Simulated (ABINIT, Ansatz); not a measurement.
# BN (P6_3mc): modes at Γ and the response to a field

Wanted: the vibrations of BN (P6_3mc) at Γ, by two programs.

Method: DFT LDA, scalar-relativistic, plane waves, PseudoDojo norm-conserving pseudopotentials, in ABINIT 10.8.3.

## 1. Starting point

The structure is hexagonal, space group P6_3mc (No. 186). The conventional cell has a = 2.524 Å, b = 2.524 Å, c = 4.176 Å, α = 90.00°, β = 90.00°, γ = 120.00°. Nearest to B lie 4 N at 1.55 to 1.56 Å. Nearest to N lie 4 B at 1.55 to 1.56 Å. Farther neighbours and most contacts between anions are not listed.

Coordinates:

```cif
data_structure
_symmetry_space_group_name_H-M 'P 1'
_symmetry_Int_Tables_number 1
_cell_length_a 2.5243
_cell_length_b 2.5243
_cell_length_c 4.1763
_cell_angle_alpha 90.000
_cell_angle_beta 90.000
_cell_angle_gamma 120.000
_cell_volume 23.05
loop_
_atom_site_label
_atom_site_type_symbol
_atom_site_fract_x
_atom_site_fract_y
_atom_site_fract_z
_atom_site_occupancy
B1 B 0.66667 0.33333 0.99971 1
B2 B 0.33333 0.66667 0.49971 1
N3 N 0.66667 0.33333 0.62529 1
N4 N 0.33333 0.66667 0.12529 1
```

## 2. Relaxing the cell and atoms

The harmonic expansion needs vanishing forces, and a free crystal bears no stress, so cell and atoms are brought to rest. Stress is more sensitive to the basis than forces are: the last 3 Ha under the cutoff are smoothed with ecutsm, and the cutoff is raised above that of the later runs.

The starting cell comes from a relaxation made beforehand in Ansatz (LDA, PseudoDojo NC).

relax.abi

```
# relaxation
ionmov 2
optcell 2
dilatmx 1.08
ntime 40
tolmxf 1.0d-05
tolvrs 1.0d-14
prtwf 0
prtden 0
chksymtnons 0

# basis, mesh and filling
ecut 44.0
ecutsm 3.0
ngkpt 9 9 6
nshiftk 1
shiftk 0.0 0.0 0.0
istwfk *1
occopt 1
nband 8
nstep 100
diemac 9.0
prtebands 0
prtgsr 0
useylm 1

# cell and atoms
acell 3*1.0 Angstrom
rprim 
    2.524263359 0.0 0.0
    -1.26213168 2.186076195 0.0
    0.0 0.0 4.176340872
ntypat 2
znucl 5 7
natom 4
typat 1 1 2 2
xred 
    2/3 1/3 0.9997050765
    1/3 2/3 0.4997050765
    2/3 1/3 0.6252949235
    1/3 2/3 0.1252949235
pp_dirpath "./pseudo"
pseudos "B.upf, N.upf"
```

Command:

```console
$ OMP_NUM_THREADS=1 mpirun -n 4 abinit relax.abi > relax.log
```

Numbers of over 12 decimals in the logs are rounded to 6 here.

relax.abo, the main output file:

```text
[banners, grids, parts of the stress and lines that vanish by symmetry left out]
- input  file    -> relax.abi
- output file    -> relax.abo
- root for input  files -> relaxi
[...]
Symmetries : space group P6_3 m c (#186); Bravais hP (primitive hexag.)
[...]
mpw =        2761          nfft =       55296          nkpt =          48
[...]
== DATASET  1 ==================================================================
[...]
cutoff_energies: {ecut:  44.0, pawecutdg:  -1.0, }
[...]
ETOT  1  -26.751313224499    -2.675E+01 3.838E-01 3.194E+02
 ETOT  2  -26.804578964733    -5.327E-02 7.984E-04 1.719E+02
 ETOT  3  -26.847988859826    -4.341E-02 3.930E-04 4.666E+00
 ETOT  4  -26.849098574632    -1.110E-03 9.751E-06 1.757E-02
 ETOT  5  -26.849103214045    -4.639E-06 3.100E-07 3.965E-04
[...]
At SCF step   12       vres2   =  1.24E-16 < tolvrs=  1.00E-14 =>converged.
[...]
sigma(1 1)=  2.89304490E-06  sigma(3 2)=  0.00000000E+00
  sigma(2 2)=  2.89304218E-06  sigma(3 1)=  0.00000000E+00
  sigma(3 3)=  3.64710327E-06  sigma(2 1)=  2.57320919E-12
[...]
convergence: {deltae:  3.553E-15, res2:  1.237E-16, residm:  8.219E-20, diffor: null, }
etotal    :  -2.68491033E+01
[...]
ETOT  1  -26.849103089232    -2.685E+01 4.807E-07 1.314E-03
[...]
At SCF step    8       vres2   =  4.44E-15 < tolvrs=  1.00E-14 =>converged.
[...]
sigma(1 1)= -6.37358561E-07  sigma(3 2)=  0.00000000E+00
  sigma(2 2)= -6.37361277E-07  sigma(3 1)=  0.00000000E+00
  sigma(3 3)= -8.07449105E-07  sigma(2 1)=  2.57385884E-12
[...]
convergence: {deltae: -5.684E-14, res2:  4.437E-15, residm:  2.529E-18, diffor: null, }
etotal    :  -2.68491034E+01
[...]
ETOT  1  -26.849103360247    -2.685E+01 6.754E-12 3.248E-05
[...]
At SCF step    7       vres2   =  8.43E-16 < tolvrs=  1.00E-14 =>converged.
[...]
sigma(1 1)= -2.95922784E-08  sigma(3 2)=  0.00000000E+00
  sigma(2 2)= -2.95949939E-08  sigma(3 1)=  0.00000000E+00
  sigma(3 3)= -9.18513956E-08  sigma(2 1)=  2.57375795E-12
[...]
convergence: {deltae: -7.105E-14, res2:  8.434E-16, residm:  3.021E-18, diffor: null, }
etotal    :  -2.68491034E+01
[...]
ETOT  1  -26.849103367210    -2.685E+01 2.473E-12 1.732E-06
[...]
ETOT  6  -26.849103367452    -1.670E-13 1.415E-17 1.880E-14
 ETOT  7  -26.849103367452     2.700E-13 2.723E-19 3.460E-16
 At SCF step    7       vres2   =  3.46E-16 < tolvrs=  1.00E-14 =>converged.
[...]
sigma(1 1)=  4.45284522E-08  sigma(3 2)=  0.00000000E+00
  sigma(2 2)=  4.45257368E-08  sigma(3 1)=  0.00000000E+00
  sigma(3 3)=  3.68746840E-08  sigma(2 1)=  2.57374094E-12
[...]
convergence: {deltae:  2.700E-13, res2:  3.460E-16, residm:  2.723E-19, diffor: null, }
etotal    :  -2.68491034E+01
[...]
At Broyd/MD step   4, gradients are converged :
[...]
sigma(1 1)=  4.45284522E-08  sigma(3 2)=  0.00000000E+00
  sigma(2 2)=  4.45257368E-08  sigma(3 1)=  0.00000000E+00
  sigma(3 3)=  3.68746840E-08  sigma(2 1)=  2.57374094E-12
[...]
- sigma(1 1)=  1.31007229E-03  sigma(3 2)=  0.00000000E+00
- sigma(2 2)=  1.30999240E-03  sigma(3 1)=  0.00000000E+00
- sigma(3 3)=  1.08489066E-03  sigma(2 1)=  7.57220728E-08
[...]
fcart      8.4677459683E-28 -1.7176178686E-26 -3.3578745580E-06
           strten      4.4528452189E-08  4.4525736766E-08  3.6874684006E-08
================================================================================

[key lines of the parts left out:]
pressure_GPa:  -1.2350E-03
Total energy (etotal) [Ha]= -2.68491033674518E+01
```

The job ended after 21 s (4 MPI ranks of Arm Neoverse V2, shared host).

Little changed from the start: no atom moved by 0.005 Å and no cell edge by 0.1 %.

Numbers from this step:

```yaml
volume_per_atom: 5.760 Å³
pressure: -0.001235 GPa
```

## 3. Self-consistent run for the response

First-order wavefunctions inherit every error of the ground state, hence the very tight tolvrs.

gs.abi

```
# ground state
tolvrs 1.0d-16
prtden 1
prtwf 1

# basis, mesh and filling
ecut 36.0
ngkpt 9 9 6
nshiftk 1
shiftk 0.0 0.0 0.0
istwfk *1
occopt 1
nband 8
nstep 100
diemac 9.0
prtebands 0
prtgsr 0
useylm 1

# cell and atoms
acell 3*1.0 Angstrom
rprim 
    2.524083436 0.0 0.0
    -1.262041718 2.185920377 0.0
    0.0 0.0 4.175974769
ntypat 2
znucl 5 7
natom 4
typat 1 1 2 2
xred 
    2/3 1/3 0.9996941177
    1/3 2/3 0.4996941177
    2/3 1/3 0.6253058823
    1/3 2/3 0.1253058823
pp_dirpath "./pseudo"
pseudos "B.upf, N.upf"
```

Command:

```console
$ OMP_NUM_THREADS=1 mpirun -n 4 abinit gs.abi > gs.log
```

gs.abo, the main output file:

```text
[banners, grids, parts of the stress and lines that vanish by symmetry left out]
- input  file    -> gs.abi
- output file    -> gs.abo
- root for input  files -> gsi
[...]
Symmetries : space group P6_3 m c (#186); Bravais hP (primitive hexag.)
[...]
mpw =        1633          nfft =       32805          nkpt =          48
[...]
== DATASET  1 ==================================================================
[...]
cutoff_energies: {ecut:  36.0, pawecutdg:  -1.0, }
[...]
ETOT  1  -26.753837128138    -2.675E+01 3.918E-01 1.863E+02
 ETOT  2  -26.806144502025    -5.231E-02 6.698E-04 9.752E+01
 ETOT  3  -26.847548224237    -4.140E-02 3.895E-04 2.887E+00
 ETOT  4  -26.848708373125    -1.160E-03 9.858E-06 9.440E-03
 ETOT  5  -26.848712650228    -4.277E-06 2.905E-07 2.298E-04
[...]
ETOT 12  -26.848712734632    -8.527E-14 2.842E-19 1.166E-16
 ETOT 13  -26.848712734632    -2.416E-13 6.334E-22 5.653E-19
 At SCF step   13       vres2   =  5.65E-19 < tolvrs=  1.00E-16 =>converged.
[...]
sigma(1 1)=  3.25688503E-05  sigma(3 2)=  0.00000000E+00
  sigma(2 2)=  3.25688487E-05  sigma(3 1)=  0.00000000E+00
  sigma(3 3)=  3.15277299E-05  sigma(2 1)=  0.00000000E+00
[...]
convergence: {deltae: -2.416E-13, res2:  5.653E-19, residm:  6.334E-22, diffor: null, }
etotal    :  -2.68487127E+01
[...]
sigma(1 1)=  3.25688503E-05  sigma(3 2)=  0.00000000E+00
  sigma(2 2)=  3.25688487E-05  sigma(3 1)=  0.00000000E+00
  sigma(3 3)=  3.15277299E-05  sigma(2 1)=  0.00000000E+00
[...]
- sigma(1 1)=  9.58208657E-01  sigma(3 2)=  0.00000000E+00
- sigma(2 2)=  9.58208610E-01  sigma(3 1)=  0.00000000E+00
- sigma(3 3)=  9.27577838E-01  sigma(2 1)=  0.00000000E+00
[...]
fcart      9.0322623593E-28  5.2147791042E-28 -6.0660436337E-06
           strten      3.2568850264E-05  3.2568848690E-05  3.1527729908E-05
================================================================================

[key lines of the parts left out:]
pressure_GPa:  -9.4800E-01
```

Elapsed: 7.1 s, on 4 MPI ranks; 28 s of CPU time.

This step gave:

```yaml
pressure: -0.9480 GPa
```

The cell stands at -0.95 GPa: the relaxation ran with a smoothed and higher cutoff, and the difference is a stress of the finite basis.

## 4. The gap at rest

Empty bands on the ground state's density check that the gap assumed so far is there in this cell.

gap.abi

```
# empty bands on the ground state's density
iscf -2
getden_filepath "gso_DEN"
tolwfr 1.0d-12
nbdbuf 2
prtwf 0

# basis, mesh and filling
ecut 36.0
ngkpt 9 9 6
nshiftk 1
shiftk 0.0 0.0 0.0
istwfk *1
occopt 1
nband 12
nstep 100
diemac 9.0
prtebands 0
prtgsr 0
useylm 1

# cell and atoms
acell 3*1.0 Angstrom
rprim 
    2.524083436 0.0 0.0
    -1.262041718 2.185920377 0.0
    0.0 0.0 4.175974769
ntypat 2
znucl 5 7
natom 4
typat 1 1 2 2
xred 
    2/3 1/3 0.9996941177
    1/3 2/3 0.4996941177
    2/3 1/3 0.6253058823
    1/3 2/3 0.1253058823
pp_dirpath "./pseudo"
pseudos "B.upf, N.upf"
```

Command:

```console
$ OMP_NUM_THREADS=1 mpirun -n 4 abinit gap.abi > gap.log
```

gap.abo, the main output file:

```text
[banners, grids, parts of the stress and lines that vanish by symmetry left out]
- input  file    -> gap.abi
- output file    -> gap.abo
- root for input  files -> gapi
[...]
Symmetries : space group P6_3 m c (#186); Bravais hP (primitive hexag.)
[...]
mpw =        1633          nfft =       32805          nkpt =          48
[...]
== DATASET  1 ==================================================================
[...]
cutoff_energies: {ecut:  36.0, pawecutdg:  -1.0, }
[...]
-outvars: echo values of variables after computation
            acell      1.8897261259E+00  1.8897261259E+00  1.8897261259E+00 Bohr
================================================================================
```

Wall time 7.1 s (4 MPI ranks).

Read from the output:

| Property | Result |
| --- | --- |
| gap on the k-mesh | 4.991 eV |

In this cell the gap on the mesh is 5.0 eV, indirect (smallest direct 8.3 eV), so fixed occupations hold.

## 5. Linear response at Γ

The derivative of the wavefunctions by k comes first, since the response to a field is built on it; then the field and the displacements that symmetry doesn't supply are solved at q = 0.

It reads the wavefunctions written in step 3.

dfpt_gamma.abi

```
ndtset 2

# common to the responses
getwfk_filepath "gso_WFK"
kptopt 2
nqpt 1
qpt 0.0 0.0 0.0
asr 0
chneut 0

# d/dk
rfelfd1 2
rfdir1 1 1 1
iscf1 -3
tolwfr1 1.0d-20

# displacements, field
rfphon2 1
rfatpol2 1 4
rfdir2 1 1 1
rfelfd2 3
getddk2 1
tolvrs2 1.0d-10
prtwf2 0

# basis, mesh and filling
ecut 36.0
ngkpt 9 9 6
nshiftk 1
shiftk 0.0 0.0 0.0
istwfk *1
occopt 1
nband 8
nstep 100
diemac 9.0
prtebands 0
prtgsr 0
useylm 1

# cell and atoms
acell 3*1.0 Angstrom
rprim 
    2.524083436 0.0 0.0
    -1.262041718 2.185920377 0.0
    0.0 0.0 4.175974769
ntypat 2
znucl 5 7
natom 4
typat 1 1 2 2
xred 
    2/3 1/3 0.9996941177
    1/3 2/3 0.4996941177
    2/3 1/3 0.6253058823
    1/3 2/3 0.1253058823
pp_dirpath "./pseudo"
pseudos "B.upf, N.upf"
```

Command:

```console
$ OMP_NUM_THREADS=1 mpirun -n 4 abinit dfpt_gamma.abi > dfpt_gamma.log
```

dfpt_gamma.abo, the main output file:

```text
[banners, grids, parts of the stress and lines that vanish by symmetry left out]
- input  file    -> dfpt_gamma.abi
- output file    -> dfpt_gamma.abo
- root for input  files -> dfpt_gammai
[...]
DATASET    1 : space group P6_3 m c (#186); Bravais hP (primitive hexag.)
[...]
nfft =       32805          nkpt =         244
[...]
DATASET    2 : space group P6_3 m c (#186); Bravais hP (primitive hexag.)
[...]
nfft =       32805          nkpt =         244
[...]
== DATASET  1 ==================================================================
[...]
cutoff_energies: {ecut:  36.0, pawecutdg:  -1.0, }
[...]
-  7.00000   5.00000  180309                  znucl, zion, pspdat
[...]
Perturbation : derivative vs k along direction   1
[...]
-ETOT  1  -37.784028780258     -3.778E+01 9.582E-01 0.000E+00
 ETOT  2  -37.911052325284     -1.270E-01 9.565E-03 0.000E+00
 ETOT  3  -37.912068709784     -1.016E-03 1.158E-04 0.000E+00
 ETOT  4  -37.912080205577     -1.150E-05 1.992E-06 0.000E+00
 ETOT  5  -37.912080360181     -1.546E-07 5.343E-08 0.000E+00
[...]
At SCF step   13   max residual=  1.00E-20 < tolwfr=  1.00E-20 =>converged.
[...]
Perturbation : derivative vs k along direction   2
[...]
-ETOT  1  -37.785302659750     -3.779E+01 1.095E+00 0.000E+00
[...]
At SCF step   14   max residual=  1.00E-20 < tolwfr=  1.00E-20 =>converged.
[...]
Perturbation : derivative vs k along direction   3
[...]
-ETOT  1  -10.348420426882     -1.035E+01 4.794E-01 0.000E+00
[...]
At SCF step   13   max residual=  9.98E-21 < tolwfr=  1.00E-20 =>converged.
[...]
1        1       1.2450613609   -0.0000000000
     1        2      -0.4313019071    0.0000000000
     1        3       0.0000000000    0.0000000000
     2        1      -0.4313019071    0.0000000000
     2        2       0.7470368166   -0.0000000000
     2        3       0.0000000000    0.0000000000
     3        1       0.0000000000    0.0000000000
     3        2       0.0000000000    0.0000000000
     3        3       0.7577167609   -0.0000000000
[...]
== DATASET  2 ==================================================================
[...]
cutoff_energies: {ecut:  36.0, pawecutdg:  -1.0, }
[...]
Perturbation : displacement of atom   1   along direction   1
[...]
-ETOT  1   6.508422     -1.331E+02 3.779E-01 4.902E+02
[...]
At SCF step   10       vres2   =  1.38E-12 < tolvrs=  1.00E-10 =>converged.
[...]
Perturbation : displacement of atom   1   along direction   3
[...]
-ETOT  1   25.133179850638     -3.926E+02 9.272E-01 6.515E+03
[...]
At SCF step   11       vres2   =  3.24E-11 < tolvrs=  1.00E-10 =>converged.
[...]
Perturbation : displacement of atom   3   along direction   1
[...]
-ETOT  1   8.416488     -8.359E+02 2.230E+00 1.698E+03
[...]
At SCF step    9       vres2   =  6.15E-11 < tolvrs=  1.00E-10 =>converged.
[...]
Perturbation : displacement of atom   3   along direction   3
[...]
-ETOT  1   33.592521435884     -2.370E+03 4.178E+00 3.054E+04
[...]
At SCF step   12       vres2   =  2.89E-12 < tolvrs=  1.00E-10 =>converged.
[...]
Perturbation : homogeneous electric field along direction   1
[...]
-ETOT  1  -98.154222423949     -9.815E+01 3.161E+00 2.740E+03
[...]
At SCF step   10       vres2   =  2.58E-12 < tolvrs=  1.00E-10 =>converged.
[...]
Perturbation : homogeneous electric field along direction   3
[...]
-ETOT  1  -28.057798949002     -2.806E+01 2.220E+00 6.911E+02
[...]
ETOT  8  -28.384175556667     -2.383E-11 5.105E-13 1.603E-10
 ETOT  9  -28.384175556667     -6.040E-14 1.307E-14 7.577E-12
 At SCF step    9       vres2   =  7.58E-12 < tolvrs=  1.00E-10 =>converged.
[...]
Dielectric tensor, in cartesian coordinates,
[...]
1    6   1    6         4.4724096021        -0.0000000000
   1    6   2    6        -0.0000000000        -0.0000000000
   1    6   3    6        -0.0000000000        -0.0000000000
   2    6   1    6        -0.0000000000        -0.0000000000
   2    6   2    6         4.4724096026        -0.0000000000
   2    6   3    6        -0.0000000000        -0.0000000000
   3    6   1    6        -0.0000000000        -0.0000000000
   3    6   2    6        -0.0000000000        -0.0000000000
   3    6   3    6         4.6186565397        -0.0000000000
  Effective charges, in cartesian coordinates,
[...]
1    1   1    6         1.8144229170         0.0000000000
   2    1   1    6         0.0000000000         0.0000000000
   3    1   1    6         0.0000000000         0.0000000000
   1    2   1    6         1.8144229170         0.0000000000
   2    2   1    6        -0.0000000000         0.0000000000
[...]
Effective charges, in cartesian coordinates,
[...]
2    6   1    4         0.0000000000         0.0000000000
   3    6   1    4         0.0000000000         0.0000000000
   1    6   2    4         0.0000000000         0.0000000000
   2    6   2    4        -1.8157253133         0.0000000000
   3    6   2    4         0.0000000000         0.0000000000
   1    6   3    4         0.0000000000         0.0000000000
   2    6   3    4         0.0000000000         0.0000000000
   3    6   3    4        -1.9086104280         0.0000000000
  Phonon wavevector (reduced coordinates) :  0.00000  0.00000  0.00000
 Phonon energies in Hartree :
[...]
Phonon frequencies in cm-1    :
- -7.522754E-01  4.011703E-01  4.011709E-01  4.777078E+02  4.777078E+02
-  9.843167E+02  9.843167E+02  9.864584E+02  1.049123E+03  1.081899E+03
-  1.081899E+03  1.137500E+03
  Phonon at Gamma, with non-analyticity in the
[...]
Phonon energies in Hartree :
[...]
Phonon frequencies in cm-1    :
- -7.522754E-01  4.011703E-01  4.541168E-01  4.777078E+02  4.777078E+02
-  9.843167E+02  9.843167E+02  9.864584E+02  1.049123E+03  1.081899E+03
-  1.137500E+03  1.298506E+03
  Phonon at Gamma, with non-analyticity in the
[...]
Phonon energies in Hartree :
[...]
Phonon frequencies in cm-1    :
- -7.522754E-01  4.011709E-01  4.541162E-01  4.777078E+02  4.777078E+02
-  9.843167E+02  9.843167E+02  9.864584E+02  1.049123E+03  1.081899E+03
-  1.137500E+03  1.298506E+03
  Phonon at Gamma, with non-analyticity in the
[...]
Phonon energies in Hartree :
[...]
Phonon frequencies in cm-1    :
- -7.513555E-01  4.011703E-01  4.011709E-01  4.777078E+02  4.777078E+02
-  9.843167E+02  9.843167E+02  9.864584E+02  1.081899E+03  1.081899E+03
-  1.137500E+03  1.285635E+03
[...]
fcart2     0.0000000000E+00  0.0000000000E+00  0.0000000000E+00
           strten2     0.0000000000E+00  0.0000000000E+00  0.0000000000E+00
================================================================================
```

Wall time 2.9 min (4 MPI ranks).

Numbers from this step:

```yaml
miss_of_the_charge_sum_rule: 0.002605 e
largest_acoustic_frequency_at_the_zone_centre_before_the_sum_rule: -0.75 cm⁻¹
highest_optical_zone_centre_mode_no_lo_to_term: 1138 cm⁻¹
lowest_optical_zone_centre_mode: 477.7 cm⁻¹
mean_high_frequency_dielectric_constant: 4.521
largest_born_charge_in_size_third_of_the_trace: 1.847 e
```

Born charge (rows field, columns displacement), before the sum rule (e), principal values of the symmetric part by kind of site:

```tsv
atom	atoms with these values	low	middle	high	mean
B1	2	1.81	1.81	1.91	1.85
N3	2	-1.91	-1.82	-1.82	-1.85
```

In full for B1:

```
1.81 0.00 0.00
0.00 1.81 0.00
0.00 0.00 1.91
```

High-frequency dielectric tensor:

```
4.47 0.00 0.00
0.00 4.47 0.00
0.00 0.00 4.62
```

The acoustic modes at Γ come out as far as 0.8 cm⁻¹ from zero, where they should vanish, a small numerical error; the Born charges miss their sum rule by 0.0026 e, which is good.

(Continued in part 2 of 2.)

[Host names and launcher messages were left out of these logs when they were recorded.]

[Logs are printed without paths, hosts, clocks, repeated set-up lines and the standing remarks that a program may print on its own settings, such as how far it seeks lower states.]

[Hosts, paths, dates, database ids (printed as entryN), source tags and the programs' standing remarks are cut or masked in the printed files.]
